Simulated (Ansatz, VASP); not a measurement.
## SiC: VASP beside Ansatz

INCAR

```
PREC     = Accurate       # precision mode
ENCUT    = 520            # plane-wave cutoff, eV
EDIFF    = 1E-6           # SCF threshold, eV
ISMEAR   = -1             # smearing method
SIGMA    = 0.02           # smearing width, eV
LREAL    = False          # projectors in reciprocal space
LASPH    = True           # aspherical terms in the spheres
NELM     = 80             # most SCF steps
ALGO     = Normal         # electronic algorithm
ISIF     = 2              # what is computed and relaxed
LWAVE    = False          # write WAVECAR
LCHARG   = False          # write CHGCAR
GGA      = PE             # functional
NBANDS   = 16             # bands
```

Contents of KPOINTS:

```
Automatic mesh
0
Gamma
  12 12 6
```

The input POSCAR:

```
SiC
1.0
    3.0753562392      0.0000000000      0.0000000000
   -1.5376781196      2.6633366288      0.0000000000
    0.0000000000      0.0000000000      5.0481080910
Si C
2 2
Direct
    0.3333333333      0.6666666667     -0.0004083989
    0.6666666667      0.3333333333      0.4995916011
    0.3333333333      0.6666666667      0.3754083989
    0.6666666667      0.3333333333      0.8754083989
```

Input for Ansatz:

```yaml
crystal:
  lattice:
    - [3.0753562392, 0.0, 0.0]
    - [-1.5376781196, 2.6633366288, 0.0]
    - [0.0, 0.0, 5.048108091]
  atoms:
    - { symbol: Si, position: [0.3333333333, 0.6666666667, -0.0004083989] }
    - { symbol: Si, position: [0.6666666667, 0.3333333333, 0.4995916011] }
    - { symbol: C, position: [0.3333333333, 0.6666666667, 0.3754083989] }
    - { symbol: C, position: [0.6666666667, 0.3333333333, 0.8754083989] }
kpoints:
  mp_grid: { grid: [12, 12, 6] }
  band_path:
    path:
      - [0.0, 0.0, 0.0]
      - [0.5, 0.0, 0.0]
      - [0.3333333333, 0.3333333333, 0.0]
      - [0.0, 0.0, 0.5]
      - [0.5, 0.0, 0.5]
      - [0.3333333333, 0.3333333333, 0.5]
    npoints: 1
hamiltonian:
  xc: pbe
scf:
  occupations: { method: fermi_dirac, width: 0.02 }
  n_extra_bands: 5
output:
  forces: true
  stress: true
  eigenvalues: true
  write_density: true
  write_potential: true
  elf: true
  volumetric_format: npy
```

The cell was built by a generator and needn't be a form met in nature.

Alike in both runs: task single point; functional PBE; k mesh 12 × 12 × 6; occupations fermi-dirac, width 0.02 eV; no spin polarisation.

```csv
,VASP,Ansatz
version,VASP 6.6.1,Ansatz 0.2.0
potentials or method,"VASP PAW PBE potentials, release 64 (Si, C)","plane waves, PAW"
plane-wave cutoff (eV),520,420
valence electrons in the cell,16,16
```

Ansatz gave:

- gap on the k mesh at the Fermi level (eV): 2.28
- pressure (GPa): 3.5
- largest component of the traceless stress (GPa): 0.13

What did VASP give for the same quantities?

gap on the k mesh at the Fermi level (eV): 2.27; pressure (GPa): 3.5; largest component of the traceless stress (GPa): 0.12.

A k mesh can miss the band edges. As with any semilocal functional, this PBE gap is likely too small.
